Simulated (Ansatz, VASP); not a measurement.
Two plane-wave programs on WC

```
W C
1.0
     3.16258    0.00000    0.00000
    -1.58129    2.73887    0.00000
     0.00000    0.00000    4.84650
W C
2 2
Cartesian
  1.5813 0.9130 3.6349
  0.0000 1.8259 1.2116
  0.0000 0.0000 0.0000
  0.0000 0.0000 2.4233
```

Alike in both runs: task single point; functional PBEsol; k mesh 6 × 6 × 4; occupations gaussian, width 0.1 eV; no spin polarisation.

```csv
,VASP,Ansatz
version,VASP 6.6.1,Ansatz 0.2.0
potentials or method,"VASP PAW PBE potentials, release 64 (W_sv, C)","scalar-relativistic, plane waves, PAW"
plane-wave cutoff (eV),520,420
valence electrons in the cell,36,36
```

|  | VASP | Ansatz | Ansatz less VASP |
| --- | --- | --- | --- |
| gap on the k mesh at the Fermi level (eV) | none | none | - |
| pressure (GPa) | -7.5 | -8.7 | -1.17 |
| largest component of the traceless stress (GPa) | 44.01 | 44.12 | +0.112 |

A gap of «none» marks a metal or a gap that the smearing closes.

Caveats: the k mesh is coarse (spacing up to 0.38 Å⁻¹), so the values aren't converged; the PAW data sets were made with another functional, which shifts forces and pressure a little (VASP). The runs have no spin-orbit coupling, so splittings on W are missing.
